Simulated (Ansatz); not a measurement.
# MoS2 (R-3m) in Ansatz: further runs, part 2 of 3

Ansatz 0.2.0. Earlier steps stand in the parts before.

### Step 3. Relaxation of cell and atoms, PBEsol

File input.yaml:

```yaml
crystal:
  lattice:
    - [1.5855, 0.9153888518, 6.1149966667]
    - [-1.5855, 0.9153888518, 6.1149966667]
    - [0.0, -1.8307777036, 6.1149966667]
  atoms:
    - { symbol: Mo, position: [0.0, 0.0, 0.0] }
    - { symbol: S, position: [0.25, 0.25, 0.25] }
    - { symbol: S, position: [0.75, 0.75, 0.75] }
hamiltonian:
  xc: pbesol
  pseudopotentials: { kind: paw }
kpoints:
  mp_grid: { grid: [10, 10, 10] }
scf:
  occupations: { method: fermi_dirac, width: 0.05 }
output:
  forces: true
  stress: true
  eigenvalues: true
  write_density: true
  write_potential: true
  elf: true
  volumetric_format: npy
relax:
  f_tol: 0.01
  max_steps: 40
  cell: { stress_tol: 0.05 }
```

Potentials or basis: Ansatz PAW.

Run with:

```bash
$ ansatz run input.yaml --threads 2 --pin off --max-ram 5632MiB --backend cpu --events-out ev --progress --plain --runs-dir out
```

The log of the run:

```text
Warning: RAYON_NUM_THREADS=2 ignored (pool sized by the plan → 2); use --threads N
basis.fft_grid_basis auto: the FFT boxes are laid along the combinations [[1, -1, 0], [0, 1, 0], [0, -1, 1]] of the cell's own vectors, 3.171, 6.383 and 3.171 Å long. The dense box has 24×45×24 points. Along the cell's own vectors, as sized, it would have 45×45×45, 3.52 times as many. Of the 12 symmetry operations that the crystal satisfies within crystal.symmetry.tolerance (time reversal apart; of a slab, those that keep its plane) the dense box along the cell's own vectors carries 12, and the one as laid loses 8 of those. basis.fft_grid_basis: typed keeps the cell's own vectors: state it where this run's energies or levels are differenced outside the engine with another run's, or held beside a run that keeps those vectors. Those combinations have planes normal to reciprocal vector 3, as the cell's own vectors have. Each planar average written beside output.write_density, output.write_potential has a row for each plane of the box: 24. The volumetric files lie along those combinations, not along the cell's own vectors: a cube or XSF file states them, and fields.json those of NumPy files.
Engine: ansatz 0.2.0, x86_64-unknown-linux-gnu
Pseudopotentials: kind: paw
Pseudopotential: Mo, paw, valence charge 14, recommended cutoff 420 eV (normal), Mo.paw.azcp
Pseudopotential: S, paw, valence charge 6, recommended cutoff 420 eV (normal), S.paw.azcp
Functional definition: PBEsol
  exchange = pbesol_x
  correlation = pbesol_c
Crystal: 3 atoms, lattice volume = 53.250 Å³
Basis set: ecut = 420 eV, 1023 PW (Γ), FFT grids on a1−a2, a2, −a2+a3, exchange–correlation on 48×90×48 points (8 copies of the dense FFT grid, shifted against one another)
Bands: 17, of which v1, the nominal top of the filled ones, is band 13 counted from 1 (12 counted from 0)
Symmetry: 12 space group operations
Space group: R-3m (ITA 166), of the structure as read, at distance tolerance 3.8e-5 Å
k-points: 116 of 1000
Non-local potential: Mo, projectors of the file, l = 0: 3, l = 1: 2, l = 2: 2, l = 3: 1
Non-local potential: S, projectors of the file, l = 0: 2, l = 1: 2, l = 2: 2
PAW form: soft (Blöchl's): semilocal exchange-correlation on the pseudo side does not see the compensation charge
PAW frozen core: Mo, regenerated for the run's functional, and the local potential with it (the file was generated under x = pbe(κ = 0.804, μ = 0.2195149727645171), c = pbe(β = 0.06672455060314922))
PAW frozen core: S, regenerated for the run's functional, and the local potential with it (the file was generated under x = pbe(κ = 0.804, μ = 0.2195149727645171), c = pbe(β = 0.06672455060314922))
PAW one-centre angular grid: Mo, 590 points (default); XC on 64 Gauss nodes
PAW one-centre angular grid: S, 110 points (default); XC on 64 Gauss nodes
Initial density: superposition of atomic densities (neutral atoms: chi_scale 0, normalization atom), corrected by the library's trained network
Initial wavefunctions: pseudopotential atomic-orbital guess
Functional: x = pbesol(κ = 0.804, μ = 0.12345679012345678), c = pbesol(β = 0.046)
SCF iter   1: F=—  HF=-6669.331182 eV  |F-HF|=—  |Δ(HF+E_count)|=         —  Δρ=6.68e-3  dr2=1.74e-2  ethr=1.77e-3  ⟨swp⟩=5.9  Hψ=10792  notcnv=0
preconditioner: auto → LDOS  [metal: Δε(μ)=0.040 eV  Ē_g=8.116 eV  σ=0.050 eV  W_gap=0.20  n_scr=16 (ndim 8)  ℏωp=21.6 eV  f_vac=0.014  D(μ)=0.65/eV (n_scr^D=2)  β→1.0]
SCF iter   2: F=—  HF=-6669.328824 eV  |F-HF|=—  |Δ(HF+E_count)|=   2.36e-3  Δρ=2.96e-3  dr2=7.60e-3  ethr=6.71e-5  ⟨swp⟩=2.0  Hψ=4562  notcnv=0
SCF iter   3: F=—  HF=-6669.326682 eV  |F-HF|=—  |Δ(HF+E_count)|=   2.14e-3  Δρ=6.01e-4  dr2=8.41e-4  ethr=2.92e-5  ⟨swp⟩=2.0  Hψ=2893  notcnv=0
SCF iter   4: F=—  HF=-6669.326547 eV  |F-HF|=—  |Δ(HF+E_count)|=   1.35e-4  Δρ=1.75e-4  dr2=1.55e-5  ethr=3.23e-6  ⟨swp⟩=2.0  Hψ=2656  notcnv=0
SCF iter   5: F=—  HF=-6669.326546 eV  |F-HF|=—  |Δ(HF+E_count)|=   1.08e-6  Δρ=5.21e-5  dr2=1.43e-6  ethr=5.95e-8  ⟨swp⟩=2.1  Hψ=2950  notcnv=0
SCF iter   6: F=-6669.326546 eV  HF=-6669.326546 eV  |F-HF|=1.98e-8  |Δ(HF+E_count)|=   1.61e-7  Δρ=1.13e-5  dr2=4.64e-8  ethr=3.85e-10  ⟨swp⟩=7.8  Hψ=14778  notcnv=0
SCF 1 converged in 6 iterations: F = -6669.326546 eV  dr2 = 4.64e-8
relax step   1: F+E_penalty+E_count = -6669.32654579 eV  Δ(F+E_penalty+E_count) = +0.000e0 eV  max|allowed force component| = 7.587e-1 eV/Å  Δτ_max = 0.0000 Å  P = +2.856 GPa  Ω = 53.250 Å³  (6 SCF iters, dr2 threshold 1.00e-7 eV, accepted)
[... 48 lines left out ...]
iter 6 did not close the SCF: its close was put off for the readings that it lacked (scf_convergence_deferred on its scf_iter line)
SCF iter   6: F=-6669.372359 eV  HF=-6669.372359 eV  |F-HF|=9.09e-13  |Δ(HF+E_count)|=    0.00e0  Δρ=2.21e-8  dr2=5.06e-13  ethr=1.00e-12  ⟨swp⟩=1.0  Hψ=1972  notcnv=0
iter 7 did not close the SCF: its close was put off for the readings that it lacked (scf_convergence_deferred on its scf_iter line)
SCF iter   7: F=-6669.372359 eV  HF=-6669.372359 eV  |F-HF|=0.00e0  |Δ(HF+E_count)|=    0.00e0  Δρ=6.96e-9  dr2=5.71e-14  ethr=1.00e-12  ⟨swp⟩=1.0  Hψ=1972  notcnv=0
iter 8 did not close the SCF: its close was put off for the readings that it lacked (scf_convergence_deferred on its scf_iter line)
SCF iter   8: F=-6669.372359 eV  HF=-6669.372359 eV  |F-HF|=0.00e0  |Δ(HF+E_count)|=  1.82e-12  Δρ=1.16e-9  dr2=9.39e-16  ethr=1.00e-12  ⟨swp⟩=1.0  Hψ=1972  notcnv=0
SCF iter   9: F=-6669.372359 eV  HF=-6669.372359 eV  |F-HF|=1.82e-12  |Δ(HF+E_count)|=  1.82e-12  Δρ=3.62e-10  dr2=9.77e-17  ethr=1.00e-12  ⟨swp⟩=2.8  Hψ=5517  notcnv=0
SCF 5 converged in 9 iterations: F = -6669.372359 eV  dr2 = 9.77e-17
relax step   5: F+E_penalty+E_count = -6669.37235896 eV  Δ(F+E_penalty+E_count) = +1.348e-4 eV  max|allowed force component| = 1.114e-3 eV/Å  Δτ_max = 0.0000 Å  P = -0.000 GPa  Ω = 51.587 Å³  stress off target by 3.22e-2 GPa  SCF on the basis re-selected at this cell (its energy is not comparable with the rows above)  (9 SCF iters)
basis re-selected at this cell: Δ(F+E_penalty+E_count) = +1.348e-4 eV, ΔP = -0.000 GPa vs the last step (what re-selecting the basis moved, of the pressure what is left beyond the Pulay correction that the steps carried, after the strain that the cell walked since its last selection, with what the two solves' SCF thresholds leave and, on support functions, any second-order correction that the steps lacked; it is no measure of the basis error at this ecutwfc). This SCF's stress stands 3.22e-2 GPa from its target on what of the cell is left free (relax.cell.stress_tol is 5.00e-2 GPa) and its largest allowed force component is 1.11e-3 eV/Å (relax.f_tol is 1.00e-2 eV/Å): within both
SCF converged after 9 iterations
Free energy (F): -6669.372359 eV
Harris-Foulkes:  -6669.372359 eV  (|F-HF|=1.82e-12)
Internal energy: -6669.365255 eV  (E = F + TS)
E sigma→0 (E₀):  -6669.368807 eV
Entropy (-TS):   -0.007104 eV (-2.368 meV/atom)
Fermi energy:    11.614365 eV
--- Per-component energies (eV) ---
  E_band       = -141.974803
  E_kinetic    = 656.006034
  E_local      = -1868.604534  (includes V_loc(G=0)·N_el)
  E_nonlocal   = 201.753529
  E_hartree    = 713.958075
  E_xc         = -375.418038
  E_vxc        = -404.260573  (∫ρ·V_xc dr)
  E_paw        = -4311.936116  (= ΣΔE_a)
  E_vpaw       = -154.785448  (= ΣTr[D̂ρ^β])
  E_aug_tail   = 0.000040  (compensation charges beyond the density's cutoff)
  E_ewald      = -1685.457442
  E_core_change = 0.333198  (= ΣΔE_core)
  E_smearing   = -0.007104  (= −TS)
  E_closure    = 0.000000  (closes the sum)
  Σ components = -6669.372359   (vs F -6669.372359, Δ=0.00e0)
--- Forces (eV/Å), atoms counted from 1 ---
  atom   1  Mo    -0.00000000    -0.00000000    -0.00000000
  atom   2  S      0.00000000    -0.00000000    -0.00111375
  atom   3  S     -0.00000000     0.00000000     0.00111375
  max |Σ_I F_I| component: 1.45e-19 eV/Å
--- Stress (GPa, compression-positive) ---
       -0.016596       0.000000       0.000000
        0.000000      -0.016596      -0.000000
        0.000000      -0.000000       0.032194
  P = ⅓ Tr σ = -0.0003 GPa (-0.003 kbar)
--- Band table (eV; the first three rows and the last of 116) ---
  k-point 0: bands = ["-50.0093", "-24.1452", "-23.9685", "-23.9685", "-3.6144", "-1.9854", "4.4062", "7.8391", "7.8391", "9.9303", "9.9837", "10.7540", "10.7540", "11.6733", "11.6733", "14.8651", "14.8651"]
  k-point 1: bands = ["-50.0048", "-24.1365", "-24.0122", "-23.9784", "-3.4442", "-1.9429", "4.6287", "7.4107", "7.9281", "9.7974", "9.8975", "10.2848", "10.3991", "11.7425", "12.1211", "14.4352", "14.7648"]
  k-point 2: bands = ["-49.9928", "-24.1262", "-24.1130", "-24.0043", "-2.9710", "-1.8155", "5.1855", "6.7857", "8.0401", "8.2227", "9.7961", "9.8428", "10.1525", "11.9045", "12.5526", "14.3424", "14.6686"]
  k-point 115: bands = ["-50.0093", "-24.1453", "-23.9685", "-23.9685", "-3.2451", "-2.5507", "5.6182", "7.3796", "7.8624", "7.8624", "10.7700", "10.7700", "11.3771", "11.5290", "11.5290", "15.0178", "15.0178"]
--- Relaxed structure (4 steps of the walk, 4 accepted, 1 SCFs on fresh bases) ---
  F+E_penalty+E_count = -6669.37235896 eV   max|allowed force component| = 1.114e-3 eV/Å   (the final SCF, on the basis selected at the relaxed cell)
  cell:  # Å, volume = 51.5871 Å³
    - [1.5630194991578612, 0.902409728587425, 6.0956778136477]
    - [-1.5630194991578612, 0.902409728587425, 6.0956778136477]
    - [-7.829122656408309e-33, -1.80481945717485, 6.0956778136477]
  atoms:
    - { symbol: Mo, position: [-3.940048200188123e-21, -3.940048200188508e-21, -3.9400482001883865e-21] }
    - { symbol: S, position: [0.24603110412324833, 0.24603110412324833, 0.24603110412324833] }
    - { symbol: S, position: [0.7539688958767514, 0.7539688958767514, 0.7539688958767514] }
```

rho_z.tsv:

```text
# z_ang	rho[e/angstrom^3]
# format = ansatz-planar-average/11
# lattice	1.563019499	0.902409729	6.095677814
# lattice	-1.563019499	0.902409729	6.095677814
# lattice	-0.000000000	-1.804819457	6.095677814
# sites	3
# site	42	0.000000000	0.000000000	-0.000000000
# site	16	-0.000000000	0.000000000	4.499179029
# site	16	-0.000000000	0.000000000	13.787854412
0.000000	8.278357e-1
0.264886	8.145254e-1
0.529771	7.730339e-1
0.794657	7.025819e-1
1.059542	6.104102e-1
1.324428	5.130564e-1
1.589313	4.289431e-1
1.854199	3.695110e-1
2.119084	3.352995e-1
2.383970	3.184795e-1
2.648855	3.101786e-1
2.913741	3.058555e-1
3.178626	3.044530e-1
3.443512	3.058555e-1
3.708397	3.101786e-1
3.973283	3.184795e-1
4.238168	3.352995e-1
4.503054	3.695110e-1
4.767939	4.289431e-1
5.032825	5.130564e-1
5.297711	6.104102e-1
5.562596	7.025819e-1
5.827482	7.730339e-1
6.092367	8.145254e-1
```

Wall time 35 s (2 threads of Intel Xeon at 2.50GHz (Skylake/Cascade Lake), shared host); peak memory 0.44 GiB.

Results:

| Quantity | Value |
| --- | --- |
| Free energy | -6669.3724 eV |
| Relaxed volume | 17.20 Å³/atom |
| Relaxed cell | a = 6.357 Å, b = 6.357 Å, c = 6.357 Å, α = 28.47°, β = 28.47°, γ = 28.47° |
| Space group after relaxing (to 0.05 Å) | R-3m (No. 166) |
| Energy gained by relaxing | 15.3 meV/atom |
| Ionic steps | 5 |
| Pressure after relaxing | 0.0 GPa |
| Band gap on the k mesh | none (metal or under the smearing width) |

Step by step:
```tsv
step	energy change (eV)	largest force (eV/Å)	volume (Å³)
1	0.0000	0.7588	53.25
2	-0.0359	0.2321	50.08
3	-0.0459	0.0008	51.60
4	-0.0459	0.0011	51.59
5	-0.0458	0.0011	51.59
```

Final structure:
```yaml
crystal:
  lattice:
    - [1.56302, 0.90241, 6.09568]
    - [-1.56302, 0.90241, 6.09568]
    - [0.00000, -1.80482, 6.09568]
  atoms:
    - { symbol: Mo, position: [0.00000, 0.00000, 0.00000] }
    - { symbol: S, position: [0.24603, 0.24603, 0.24603] }
    - { symbol: S, position: [0.75397, 0.75397, 0.75397] }
```

Caveat: the plane-wave basis is chosen anew once the cell has moved, so the energies of steps on either side of that aren't comparable; the PAW data sets come from PBE, with cores solved anew for the run's functional, which leaves a small shift of forces and pressure.

### Step 4. Relaxation of cell and atoms, PBEsol+U

Changes to input.yaml since step 3:

```diff
@@ -12,2 +12,3 @@
   pseudopotentials: { kind: paw }
+  hubbard: { sites: [{ species: Mo, l: d, u_eff: 1.0 }] }
 kpoints:
@@ -20,6 +21,2 @@
   eigenvalues: true
-  write_density: true
-  write_potential: true
-  elf: true
-  volumetric_format: npy
 relax:
```

Run with:

```bash
$ ansatz run input.yaml --threads 2 --pin off --max-ram 5632MiB --backend cpu --events-out ev --progress --plain --runs-dir out
```

It took 45 s on 2 threads of Intel Xeon at 2.50GHz (Skylake/Cascade Lake), shared host; peak memory 0.5 GiB.

The run converged. Its results:

| Property | Result |
| --- | --- |
| Free energy | -6668.1320 eV |
| Relaxed volume | 17.18 Å³/atom |
| Relaxed cell | a = 6.355 Å, b = 6.355 Å, c = 6.355 Å, α = 28.47°, β = 28.47°, γ = 28.47° |
| Space group after relaxing (to 0.05 Å) | R-3m (No. 166) |
| Energy gained by relaxing | 15.2 meV/atom |
| Ionic steps | 5 |
| Pressure after relaxing | 0.0 GPa |
| Band gap on the k mesh | none (metal or under the smearing width) |

Step by step:
| step | energy change (eV) | largest force (eV/Å) | volume (Å³) |
| --- | --- | --- | --- |
| 1 | 0.0000 | 0.7503 | 53.25 |
| 2 | -0.0363 | 0.2262 | 50.08 |
| 3 | -0.0456 | 0.0025 | 51.57 |
| 4 | -0.0457 | 0.0015 | 51.53 |
| 5 | -0.0456 | 0.0016 | 51.53 |

Final structure:
```yaml
crystal:
  lattice:
    - [1.56253, 0.90213, 6.09301]
    - [-1.56253, 0.90213, 6.09301]
    - [0.00000, -1.80426, 6.09301]
  atoms:
    - { symbol: Mo, position: [0.00000, 0.00000, 0.00000] }
    - { symbol: S, position: [0.24598, 0.24598, 0.24598] }
    - { symbol: S, position: [0.75402, 0.75402, 0.75402] }
```

Levels at points of the mesh, in eV from the Fermi level:
| k point | band 10 | band 11 | band 12 | band 13 | band 14 | band 15 | band 16 | band 17 |
| --- | --- | --- | --- | --- | --- | --- | --- | --- |
| (0.00, 0.00, 0.00) | -1.67 | -1.64 | -0.88 | -0.88 | 0.07 | 0.07 | 3.28 | 3.28 |
| (0.00, 0.00, -0.50) | -4.05 | -2.75 | -2.12 | -1.32 | 1.36 | 2.11 | 3.21 | 3.99 |
| (0.00, -0.50, -0.50) | -3.95 | -2.86 | -2.50 | -1.62 | 1.36 | 1.79 | 3.78 | 4.57 |
| (-0.50, -0.50, -0.50) | -3.71 | -0.87 | -0.87 | -0.24 | -0.07 | -0.07 | 3.43 | 3.43 |

Eigenvalues of the final occupation matrices:
```csv
site,spin,trace,eigenvalues
site 1,1,2.60,0.47 0.47 0.55 0.56 0.56
```

Caveat: the plane-wave basis is chosen anew once the cell has moved, so the energies of steps on either side of that aren't comparable; U without spin polarisation on a metal has little footing; the PAW data sets come from PBE, with cores solved anew for the run's functional, which leaves a small shift of forces and pressure.

(Continued in part 3 of 3.)
